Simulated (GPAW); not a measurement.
# Mo (Im-3m) in GPAW: notebook

The runs below take Mo through single point, with PBE.

Program: GPAW 26.7.0. These are calculated values, not measurements. Logs are shortened: lines on timing, memory, paths and dates and some standing lists are left out, and cuts for length are marked. The log counts tension as positive stress, the text compression.

## Step 1: Starting point

The structure is cubic, space group Im-3m (No. 229). The conventional cell has a = 3.168 Å, b = 3.168 Å, c = 3.168 Å, α = 90.00°, β = 90.00°, γ = 90.00°. Mo (site symmetry m-3m) has 8 Mo at 2.74 Å as nearest neighbours.

## Step 2: Single point, PBE

run.py

```python
from ase import Atoms
from ase.dft.bandgap import bandgap
from ase.io import write
from ase.units import GPa
from gpaw import GPAW, PW

atoms = Atoms(['Mo'],
              cell=[[-1.5838089719, 1.5838089719, 1.5838089719],
                    [1.5838089719, -1.5838089719, 1.5838089719],
                    [1.5838089719, 1.5838089719, -1.5838089719]],
              scaled_positions=[[0.0, 0.0, 0.0]],
              pbc=True)

calc = GPAW(mode=PW(600),
            xc='PBE',
            kpts={'size': (12, 12, 12), 'gamma': True},
            occupations={'name': 'methfessel-paxton', 'order': 0, 'width': 0.022},
            nbands=16,
            convergence={'density': 1e-05, 'energy': 1e-05},
            maxiter=150,
            txt='gpaw.txt')
atoms.calc = calc
energy = atoms.get_potential_energy()
forces = atoms.get_forces()
stress = atoms.get_stress()
calc.write('gs.gpw')
write('result.traj', atoms)
print(f'Energy: {energy:.6f} eV')
print('Forces (eV/A):')
print(forces.round(4))
print('Stress (GPa):', (stress / GPa).round(3))
print('Fermi level:', round(calc.get_fermi_level(), 4), 'eV')
print(f'Gap: {bandgap(calc)[0]:.4f} eV, direct: {bandgap(calc, direct=True)[0]:.4f} eV')
```

Potentials or basis: GPAW PAW data sets (gpaw-data 1.2.1), pw.

Launch:

```bash
OMP_NUM_THREADS=1 python run.py
```

gpaw.txt:

```text
__  _  _
 | _ |_)|_||  |
 |__||  | ||/\| - 26.7.0

Input parameters:
  mode=PW(ecut=600.0),
  convergence={'density': 1e-05, 'energy': 1e-05},
  kpts=MonkhorstPack(size=(12, 12, 12), gamma=True),
  maxiter=150,
  nbands=16,
  occupations=Occupations(name='methfessel-paxton', order=0, width=0.022),
  xc=XC(name='PBE')

Diagonalizing LCAO Hamiltonian
Converting LCAO to pw mode

       Mo

Atoms  # Å, Bohr magnetons
|   | symbol |        x |        y |        z |    initial magnetic moments |
|---|--------|----------|----------|----------|-----------------------------|
| 0 |     Mo | 0.000000 | 0.000000 | 0.000000 | ( 0.0000,  0.0000,  0.0000) |

Unit cell  # Å
| periodic |         x |         y |         z |  lengths |     angles |
|----------|-----------|-----------|-----------|----------|------------|
|      yes | -1.583809 |  1.583809 |  1.583809 | 2.743238 | 109.471221 |
|      yes |  1.583809 | -1.583809 |  1.583809 | 2.743238 | 109.471221 |
|      yes |  1.583809 |  1.583809 | -1.583809 | 2.743238 | 109.471221 |

Number of symmetries: 48
Symmetry operations  # r_c * U_cc + t_c -> r_c
|    | kind |            matrix            |
|----|------|------------------------------|
|  0 |  σ   |  1, 1, 1,  0, 0,-1,  0,-1, 0 |
|  1 |  C4  |  1, 1, 1,  0, 0,-1, -1, 0, 0 |
|  2 |  C2  |  1, 1, 1,  0,-1, 0,  0, 0,-1 |
|  3 |  S6  |  1, 1, 1,  0,-1, 0, -1, 0, 0 |
|  4 |  S6  |  1, 1, 1, -1, 0, 0,  0, 0,-1 |
|  5 |  C4  |  1, 1, 1, -1, 0, 0,  0,-1, 0 |
|  6 |  E   |  1, 0, 0,  0, 1, 0,  0, 0, 1 |
|  7 |  σ   |  1, 0, 0,  0, 1, 0, -1,-1,-1 |
|  8 |  σ   |  1, 0, 0,  0, 0, 1,  0, 1, 0 |
|  9 |  C3  |  1, 0, 0,  0, 0, 1, -1,-1,-1 |
| 10 |  C3  |  1, 0, 0, -1,-1,-1,  0, 1, 0 |
| 11 |  σ   |  1, 0, 0, -1,-1,-1,  0, 0, 1 |
| 12 |  σ   |  0, 1, 0,  1, 0, 0,  0, 0, 1 |
| 13 |  C2  |  0, 1, 0,  1, 0, 0, -1,-1,-1 |
| 14 |  C3  |  0, 1, 0,  0, 0, 1,  1, 0, 0 |
| 15 |  S4  |  0, 1, 0,  0, 0, 1, -1,-1,-1 |
| 16 |  S4  |  0, 1, 0, -1,-1,-1,  1, 0, 0 |
| 17 |  C3  |  0, 1, 0, -1,-1,-1,  0, 0, 1 |
| 18 |  C3  |  0, 0, 1,  1, 0, 0,  0, 1, 0 |
| 19 |  S4  |  0, 0, 1,  1, 0, 0, -1,-1,-1 |
| 20 |  σ   |  0, 0, 1,  0, 1, 0,  1, 0, 0 |
| 21 |  C3  |  0, 0, 1,  0, 1, 0, -1,-1,-1 |
| 22 |  C2  |  0, 0, 1, -1,-1,-1,  1, 0, 0 |
| 23 |  S4  |  0, 0, 1, -1,-1,-1,  0, 1, 0 |
| 24 |  C4  |  0, 0,-1,  1, 1, 1,  0,-1, 0 |
| 25 |  σ   |  0, 0,-1,  1, 1, 1, -1, 0, 0 |
| 26 |  S6  |  0, 0,-1,  0,-1, 0,  1, 1, 1 |
| 27 |  C2  |  0, 0,-1,  0,-1, 0, -1, 0, 0 |
| 28 |  C4  |  0, 0,-1, -1, 0, 0,  1, 1, 1 |
| 29 |  S6  |  0, 0,-1, -1, 0, 0,  0,-1, 0 |
| 30 |  S6  |  0,-1, 0,  1, 1, 1,  0, 0,-1 |
| 31 |  C4  |  0,-1, 0,  1, 1, 1, -1, 0, 0 |
| 32 |  C4  |  0,-1, 0,  0, 0,-1,  1, 1, 1 |
| 33 |  S6  |  0,-1, 0,  0, 0,-1, -1, 0, 0 |
| 34 |  σ   |  0,-1, 0, -1, 0, 0,  1, 1, 1 |
| 35 |  C2  |  0,-1, 0, -1, 0, 0,  0, 0,-1 |
| 36 |  C2  | -1, 0, 0,  1, 1, 1,  0, 0,-1 |
| 37 |  S6  | -1, 0, 0,  1, 1, 1,  0,-1, 0 |
| 38 |  S6  | -1, 0, 0,  0, 0,-1,  1, 1, 1 |
| 39 |  C2  | -1, 0, 0,  0, 0,-1,  0,-1, 0 |
| 40 |  C2  | -1, 0, 0,  0,-1, 0,  1, 1, 1 |
| 41 |  i   | -1, 0, 0,  0,-1, 0,  0, 0,-1 |
| 42 |  S4  | -1,-1,-1,  1, 0, 0,  0, 1, 0 |
| 43 |  C3  | -1,-1,-1,  1, 0, 0,  0, 0, 1 |
| 44 |  C3  | -1,-1,-1,  0, 1, 0,  1, 0, 0 |
| 45 |  σ   | -1,-1,-1,  0, 1, 0,  0, 0, 1 |
| 46 |  S4  | -1,-1,-1,  0, 0, 1,  1, 0, 0 |
| 47 |  C2  | -1,-1,-1,  0, 0, 1,  0, 1, 0 |

BZ-sampling:
  Number of BZ points: 1728
  Number of IBZ points: 72

  Monkhorst-Pack size: [12, 12, 12]
  Monkhorst-Pack shift: [0.041666666666666664, 0.041666666666666664, 0.041666666666666664]

K-points  # in reciprocal-cell coordinates
|     |                                coordinates |     weight |
|-----|--------------------------------------------|------------|
|   0 | ( -0.00000000,  -0.00000000,  -0.00000000) | 0.00057870 |
|   1 | (  0.08333333,  -0.00000000,  -0.00000000) | 0.00694444 |
|   2 | (  0.08333333,   0.08333333,  -0.08333333) | 0.00347222 |
|   3 | (  0.16666667,  -0.00000000,  -0.08333333) | 0.01388889 |
|   4 | (  0.16666667,  -0.00000000,  -0.00000000) | 0.00694444 |
|   5 | (  0.16666667,   0.08333333,  -0.08333333) | 0.01388889 |
|   6 | (  0.16666667,   0.16666667,  -0.16666667) | 0.00347222 |
|   7 | (  0.25000000,  -0.08333333,  -0.08333333) | 0.00462963 |
|   8 | (  0.25000000,  -0.00000000,  -0.08333333) | 0.02777778 |
|   9 | (  0.25000000,  -0.00000000,  -0.00000000) | 0.00694444 |
| ... |                                            |            |
|  71 | (  0.50000000,   0.50000000,   0.50000000) | 0.00057870 |

Plane wave coefficients: 555
Cutoff: 600.0 eV

Spin-components: 1 (collinear spins)
Bands:           16
Projectors:      6
Spin-degeneracy: 2
Datatype:        complex128

Parallelization:
  kpt:    1
  domain: 1
  band:   1

Density:
  Valence electrons: 14.0
  Components: 1
  Grid points: [16 16 16]
  Charge: 0.0  # |e|

Potential:
  Grid points: [16 16 16]

species:
  Mo:
    name:    Molybdenum
    Z:       42.0
    valence: 14
    core:    28
    charge:  0.0  # [|e|]
    compensation charges:
      type: gauss
      rc: 0.38  # [Å]
      lmax: 2
    cutoffs:
      filter: 2.16  # [Å]
      core: 1.42  # [Å]
    projectors
    | kind |    occ | energy [eV] | rcut [Å] |
    |------|--------|-------------|----------|
    |   4s |  2.000 |     -64.307 |    1.238 |
    |   5s |  1.000 |      -4.084 |    1.238 |
    |   4p |  6.000 |     -38.491 |    1.296 |
    |   5p |  0.000 |      -1.044 |    1.296 |
    |   4d |  5.000 |      -3.754 |    1.296 |
    |    d |        |      23.458 |    1.296 |

    Using partial waves for Mo as LCAO basis

Reference energy: -110134.072632  # eV

eigensolver:
  PPCG
  Converge bands: occupied
  niter=2

density mixing:
  MSR1-Mixer
  Pratt-step length: 0.05
  Maximum mixing coefficient: 0.75
  Old densities: 10
  SVD Regularization: 0.005
  Good broyden scale: 1.0
  Trust region scale: 1.0
  Backstep threshold: 4.0
  History deletion threshold: 6.0
  Fourier metric: weight=20.0, sigma=0.015

occupation numbers:
  Methfessel-Paxton:
    width: 0.0220  # eV
    order: 0

poisson solver:
  ecut: 4800.0  # eV

xc functional:
  name: PBE with 2 nearest neighbor stencil

convergence criteria:
- Maximum integral of absolute [dens]ity change: 1e-05 electrons / valence electron
- Maximum [total energy] change in last 3 cyles: 1e-05 eV / valence electron
- Maximum integral of absolute [eigenst]ate change: 4e-08 eV^2 / valence electron
maximum number of iterations: 150

SCF iterations
|iter     | |      energy | eigst |  dens |
|---------|-|-------------|-------|-------|
|iter:   1| |  -12.166675 | +0.30 |       |
|iter:   2| |  -12.003164 | -2.23 | -0.99 |
|iter:   3| |  -11.278822 | -1.46 | -1.03 |
|iter:   4| |  -11.275325 | -2.93 | -1.81 |
|iter:   5| |  -11.276207 | -4.00 | -2.16 |
|iter:   6| |  -11.276213 | -5.81 | -3.43 |
|iter:   7| |  -11.276214c| -6.87 | -3.92 |
|iter:   8| |  -11.276214c| -8.15c| -5.21c|

Converged in 8 steps
Energy contributions relative to reference atoms: (reference = -110134.072632)

Energy contributions:
  Kinetic:         -13.625381
  Coulomb:           7.843023
  Zero:             -0.255483
  External:          0.000000
  Xc:               -5.238311
  Entropy:          -0.000123
  Spinorbit:         0.000000
  ----------------------------
  Free energy:     -11.276276
  Extrapolated:    -11.276214

dipole moment: (-5.926759, -5.926759, -5.926759)  # |e|*Ang

Fermi level: 13.183
Eigenvalues  # (at kpt = [-0.000, -0.000, -0.000])
| band index |      eig [eV] | occ [0-2] |
|------------|---------------|-----------|
|          0 |       -48.077 |     2.000 |
|          1 |       -21.423 |     2.000 |
|          2 |       -21.423 |     2.000 |
|          3 |       -21.423 |     2.000 |
|          4 |         6.132 |     2.000 |
|          5 |        11.937 |     2.000 |
[... 8 lines left out ...]
|         14 |        39.163 |     0.000 |
|         15 |        42.849 |     0.000 |

No gap
No difference between direct/indirect transitions

Forces  # eV/Ang
|        x |       y |        z |
|----------|---------|----------|
| -0.00000 | 0.00000 | -0.00000 |  # Mo   0

Stress tensor  # eV/Ang^3
|         x |        y |         z |
|-----------|----------|-----------|
|  0.014292 | 0.000000 | -0.000000 |
|  0.000000 | 0.014292 |  0.000000 |
| -0.000000 | 0.000000 |  0.014292 |

# Writing to gs.gpw (mode='')
```

It took 7.7 s on 1 thread of Intel Xeon Platinum 8488C (Sapphire Rapids), shared host; peak memory 0.14 GiB.

Results:

* Free energy: -11.2763 eV
* Pressure: -2.3 GPa
* Band gap on the k mesh: none (metal or under the smearing width)

Levels at points of the mesh, in eV from the Fermi level:
```
           k point  band 3  band 4  band 5  band 6  band 7  band 8  band 9  band 10  band 11  band 12
(0.00, 0.00, 0.00)  -34.61  -34.61   -7.05   -1.25   -1.25   -1.25    1.66     1.66    15.17    15.17
(0.50, 0.50, 0.00)  -35.02  -34.62   -5.08   -3.21    1.62    1.69    2.28     4.65    11.42    12.17
(0.50, 0.50, 0.50)  -35.50  -35.50   -5.18   -5.18    3.91    3.91    3.91     9.05     9.05     9.05
```

## Step 3: Single point, PBE

run.py

```python
from ase.dft.bandgap import bandgap
from ase.io import read, write
from ase.units import GPa
from gpaw import GPAW, PW

atoms = read('POSCAR')

calc = GPAW(mode=PW(600),
            xc='PBE',
            kpts={'size': (12, 12, 12), 'gamma': True},
            occupations={'name': 'methfessel-paxton', 'order': 0, 'width': 0.023},
            nbands=16,
            convergence={'density': 1e-05, 'energy': 1e-05},
            maxiter=150,
            txt='gpaw.txt')
atoms.calc = calc
energy = atoms.get_potential_energy()
forces = atoms.get_forces()
stress = atoms.get_stress()
calc.write('gs.gpw')
write('result.traj', atoms)
print(f'Energy: {energy:.6f} eV')
print('Forces (eV/A):')
print(forces.round(4))
print('Stress (GPa):', (stress / GPa).round(3))
print('Fermi level:', round(calc.get_fermi_level(), 4), 'eV')
print(f'Gap: {bandgap(calc)[0]:.4f} eV, direct: {bandgap(calc, direct=True)[0]:.4f} eV')
```

POSCAR

```
Mo
1.0
   -1.5838089719      1.5838089719      1.5838089719
    1.5838089719     -1.5838089719      1.5838089719
    1.5838089719      1.5838089719     -1.5838089719
Mo
1
Direct
    0.0000000000      0.0000000000      0.0000000000
```

Potentials or basis: GPAW PAW data sets (gpaw-data 1.2.1), pw.

Launch:

```bash
OMP_NUM_THREADS=1 python run.py
```

gpaw.txt:

```text
__  _  _
 | _ |_)|_||  |
 |__||  | ||/\| - 26.7.0

Input parameters:
  mode=PW(ecut=600.0),
  convergence={'density': 1e-05, 'energy': 1e-05},
  kpts=MonkhorstPack(size=(12, 12, 12), gamma=True),
  maxiter=150,
  nbands=16,
  occupations=Occupations(name='methfessel-paxton', order=0, width=0.023),
  xc=XC(name='PBE')

Diagonalizing LCAO Hamiltonian
Converting LCAO to pw mode

       Mo

Atoms  # Å, Bohr magnetons
|   | symbol |        x |        y |        z |    initial magnetic moments |
|---|--------|----------|----------|----------|-----------------------------|
| 0 |     Mo | 0.000000 | 0.000000 | 0.000000 | ( 0.0000,  0.0000,  0.0000) |

Unit cell  # Å
| periodic |         x |         y |         z |  lengths |     angles |
|----------|-----------|-----------|-----------|----------|------------|
|      yes | -1.583809 |  1.583809 |  1.583809 | 2.743238 | 109.471221 |
|      yes |  1.583809 | -1.583809 |  1.583809 | 2.743238 | 109.471221 |
|      yes |  1.583809 |  1.583809 | -1.583809 | 2.743238 | 109.471221 |

Number of symmetries: 48
Symmetry operations  # r_c * U_cc + t_c -> r_c
|    | kind |            matrix            |
|----|------|------------------------------|
|  0 |  σ   |  1, 1, 1,  0, 0,-1,  0,-1, 0 |
|  1 |  C4  |  1, 1, 1,  0, 0,-1, -1, 0, 0 |
|  2 |  C2  |  1, 1, 1,  0,-1, 0,  0, 0,-1 |
|  3 |  S6  |  1, 1, 1,  0,-1, 0, -1, 0, 0 |
|  4 |  S6  |  1, 1, 1, -1, 0, 0,  0, 0,-1 |
|  5 |  C4  |  1, 1, 1, -1, 0, 0,  0,-1, 0 |
|  6 |  E   |  1, 0, 0,  0, 1, 0,  0, 0, 1 |
|  7 |  σ   |  1, 0, 0,  0, 1, 0, -1,-1,-1 |
|  8 |  σ   |  1, 0, 0,  0, 0, 1,  0, 1, 0 |
|  9 |  C3  |  1, 0, 0,  0, 0, 1, -1,-1,-1 |
| 10 |  C3  |  1, 0, 0, -1,-1,-1,  0, 1, 0 |
| 11 |  σ   |  1, 0, 0, -1,-1,-1,  0, 0, 1 |
| 12 |  σ   |  0, 1, 0,  1, 0, 0,  0, 0, 1 |
| 13 |  C2  |  0, 1, 0,  1, 0, 0, -1,-1,-1 |
| 14 |  C3  |  0, 1, 0,  0, 0, 1,  1, 0, 0 |
| 15 |  S4  |  0, 1, 0,  0, 0, 1, -1,-1,-1 |
| 16 |  S4  |  0, 1, 0, -1,-1,-1,  1, 0, 0 |
| 17 |  C3  |  0, 1, 0, -1,-1,-1,  0, 0, 1 |
| 18 |  C3  |  0, 0, 1,  1, 0, 0,  0, 1, 0 |
| 19 |  S4  |  0, 0, 1,  1, 0, 0, -1,-1,-1 |
| 20 |  σ   |  0, 0, 1,  0, 1, 0,  1, 0, 0 |
| 21 |  C3  |  0, 0, 1,  0, 1, 0, -1,-1,-1 |
| 22 |  C2  |  0, 0, 1, -1,-1,-1,  1, 0, 0 |
| 23 |  S4  |  0, 0, 1, -1,-1,-1,  0, 1, 0 |
| 24 |  C4  |  0, 0,-1,  1, 1, 1,  0,-1, 0 |
| 25 |  σ   |  0, 0,-1,  1, 1, 1, -1, 0, 0 |
| 26 |  S6  |  0, 0,-1,  0,-1, 0,  1, 1, 1 |
| 27 |  C2  |  0, 0,-1,  0,-1, 0, -1, 0, 0 |
| 28 |  C4  |  0, 0,-1, -1, 0, 0,  1, 1, 1 |
| 29 |  S6  |  0, 0,-1, -1, 0, 0,  0,-1, 0 |
| 30 |  S6  |  0,-1, 0,  1, 1, 1,  0, 0,-1 |
| 31 |  C4  |  0,-1, 0,  1, 1, 1, -1, 0, 0 |
| 32 |  C4  |  0,-1, 0,  0, 0,-1,  1, 1, 1 |
| 33 |  S6  |  0,-1, 0,  0, 0,-1, -1, 0, 0 |
| 34 |  σ   |  0,-1, 0, -1, 0, 0,  1, 1, 1 |
| 35 |  C2  |  0,-1, 0, -1, 0, 0,  0, 0,-1 |
| 36 |  C2  | -1, 0, 0,  1, 1, 1,  0, 0,-1 |
| 37 |  S6  | -1, 0, 0,  1, 1, 1,  0,-1, 0 |
| 38 |  S6  | -1, 0, 0,  0, 0,-1,  1, 1, 1 |
| 39 |  C2  | -1, 0, 0,  0, 0,-1,  0,-1, 0 |
| 40 |  C2  | -1, 0, 0,  0,-1, 0,  1, 1, 1 |
| 41 |  i   | -1, 0, 0,  0,-1, 0,  0, 0,-1 |
| 42 |  S4  | -1,-1,-1,  1, 0, 0,  0, 1, 0 |
| 43 |  C3  | -1,-1,-1,  1, 0, 0,  0, 0, 1 |
| 44 |  C3  | -1,-1,-1,  0, 1, 0,  1, 0, 0 |
| 45 |  σ   | -1,-1,-1,  0, 1, 0,  0, 0, 1 |
| 46 |  S4  | -1,-1,-1,  0, 0, 1,  1, 0, 0 |
| 47 |  C2  | -1,-1,-1,  0, 0, 1,  0, 1, 0 |

BZ-sampling:
  Number of BZ points: 1728
  Number of IBZ points: 72

  Monkhorst-Pack size: [12, 12, 12]
  Monkhorst-Pack shift: [0.041666666666666664, 0.041666666666666664, 0.041666666666666664]

K-points  # in reciprocal-cell coordinates
|     |                                coordinates |     weight |
|-----|--------------------------------------------|------------|
|   0 | ( -0.00000000,  -0.00000000,  -0.00000000) | 0.00057870 |
|   1 | (  0.08333333,  -0.00000000,  -0.00000000) | 0.00694444 |
|   2 | (  0.08333333,   0.08333333,  -0.08333333) | 0.00347222 |
|   3 | (  0.16666667,  -0.00000000,  -0.08333333) | 0.01388889 |
|   4 | (  0.16666667,  -0.00000000,  -0.00000000) | 0.00694444 |
|   5 | (  0.16666667,   0.08333333,  -0.08333333) | 0.01388889 |
|   6 | (  0.16666667,   0.16666667,  -0.16666667) | 0.00347222 |
|   7 | (  0.25000000,  -0.08333333,  -0.08333333) | 0.00462963 |
|   8 | (  0.25000000,  -0.00000000,  -0.08333333) | 0.02777778 |
|   9 | (  0.25000000,  -0.00000000,  -0.00000000) | 0.00694444 |
| ... |                                            |            |
|  71 | (  0.50000000,   0.50000000,   0.50000000) | 0.00057870 |

Plane wave coefficients: 555
Cutoff: 600.0 eV

Spin-components: 1 (collinear spins)
Bands:           16
Projectors:      6
Spin-degeneracy: 2
Datatype:        complex128

Parallelization:
  kpt:    1
  domain: 1
  band:   1

Density:
  Valence electrons: 14.0
  Components: 1
  Grid points: [16 16 16]
  Charge: 0.0  # |e|

Potential:
  Grid points: [16 16 16]

species:
  Mo:
    name:    Molybdenum
    Z:       42.0
    valence: 14
    core:    28
    charge:  0.0  # [|e|]
    compensation charges:
      type: gauss
      rc: 0.38  # [Å]
      lmax: 2
    cutoffs:
      filter: 2.16  # [Å]
      core: 1.42  # [Å]
    projectors
    | kind |    occ | energy [eV] | rcut [Å] |
    |------|--------|-------------|----------|
    |   4s |  2.000 |     -64.307 |    1.238 |
    |   5s |  1.000 |      -4.084 |    1.238 |
    |   4p |  6.000 |     -38.491 |    1.296 |
    |   5p |  0.000 |      -1.044 |    1.296 |
    |   4d |  5.000 |      -3.754 |    1.296 |
    |    d |        |      23.458 |    1.296 |

    Using partial waves for Mo as LCAO basis

Reference energy: -110134.072632  # eV

eigensolver:
  PPCG
  Converge bands: occupied
  niter=2

density mixing:
  MSR1-Mixer
  Pratt-step length: 0.05
  Maximum mixing coefficient: 0.75
  Old densities: 10
  SVD Regularization: 0.005
  Good broyden scale: 1.0
  Trust region scale: 1.0
  Backstep threshold: 4.0
  History deletion threshold: 6.0
  Fourier metric: weight=20.0, sigma=0.015

occupation numbers:
  Methfessel-Paxton:
    width: 0.0230  # eV
    order: 0

poisson solver:
  ecut: 4800.0  # eV

xc functional:
  name: PBE with 2 nearest neighbor stencil

convergence criteria:
- Maximum integral of absolute [dens]ity change: 1e-05 electrons / valence electron
- Maximum [total energy] change in last 3 cyles: 1e-05 eV / valence electron
- Maximum integral of absolute [eigenst]ate change: 4e-08 eV^2 / valence electron
maximum number of iterations: 150

SCF iterations
|iter     | |      energy | eigst |  dens |
|---------|-|-------------|-------|-------|
|iter:   1| |  -12.166681 | +0.30 |       |
|iter:   2| |  -12.003164 | -2.23 | -0.99 |
|iter:   3| |  -11.278840 | -1.46 | -1.03 |
|iter:   4| |  -11.275328 | -2.93 | -1.81 |
|iter:   5| |  -11.276209 | -4.00 | -2.16 |
|iter:   6| |  -11.276215 | -5.82 | -3.44 |
|iter:   7| |  -11.276216c| -6.87 | -3.92 |
|iter:   8| |  -11.276216c| -8.15c| -5.21c|

Converged in 8 steps
Energy contributions relative to reference atoms: (reference = -110134.072632)

Energy contributions:
  Kinetic:         -13.624775
  Coulomb:           7.842317
  Zero:             -0.255476
  External:          0.000000
  Xc:               -5.238216
  Entropy:          -0.000132
  Spinorbit:         0.000000
  ----------------------------
  Free energy:     -11.276281
  Extrapolated:    -11.276216

dipole moment: (-5.926762, -5.926762, -5.926762)  # |e|*Ang

Fermi level: 13.183
Eigenvalues  # (at kpt = [-0.000, -0.000, -0.000])
| band index |      eig [eV] | occ [0-2] |
|------------|---------------|-----------|
|          0 |       -48.077 |     2.000 |
|          1 |       -21.423 |     2.000 |
|          2 |       -21.423 |     2.000 |
|          3 |       -21.423 |     2.000 |
|          4 |         6.132 |     2.000 |
|          5 |        11.937 |     2.000 |
[... 8 lines left out ...]
|         14 |        39.163 |     0.000 |
|         15 |        42.849 |     0.000 |

No gap
No difference between direct/indirect transitions

Forces  # eV/Ang
|        x |       y |        z |
|----------|---------|----------|
| -0.00000 | 0.00000 | -0.00000 |  # Mo   0

Stress tensor  # eV/Ang^3
|         x |         y |         z |
|-----------|-----------|-----------|
|  0.014280 |  0.000000 | -0.000000 |
|  0.000000 |  0.014280 | -0.000000 |
| -0.000000 | -0.000000 |  0.014280 |

# Writing to gs.gpw (mode='')
```

Wall time 7.8 s (1 thread of Intel Xeon Platinum 8488C (Sapphire Rapids), shared host); peak memory 0.14 GiB.

What came out:

```yaml
Free_energy: -11.2763 eV
Pressure: -2.3 GPa
Band_gap_on_the_k_mesh: none (metal or under the smearing width)
```

Levels at points of the mesh, in eV from the Fermi level:
| k point | band 5 | band 6 | band 7 | band 8 | band 9 | band 10 |
| --- | --- | --- | --- | --- | --- | --- |
| (0.00, 0.00, 0.00) | -7.05 | -1.25 | -1.25 | -1.25 | 1.66 | 1.66 |
| (0.50, 0.50, 0.00) | -5.08 | -3.21 | 1.62 | 1.69 | 2.28 | 4.64 |
| (0.50, 0.50, 0.50) | -5.18 | -5.18 | 3.91 | 3.91 | 3.91 | 9.05 |

(Continued in part 2 of 2.)
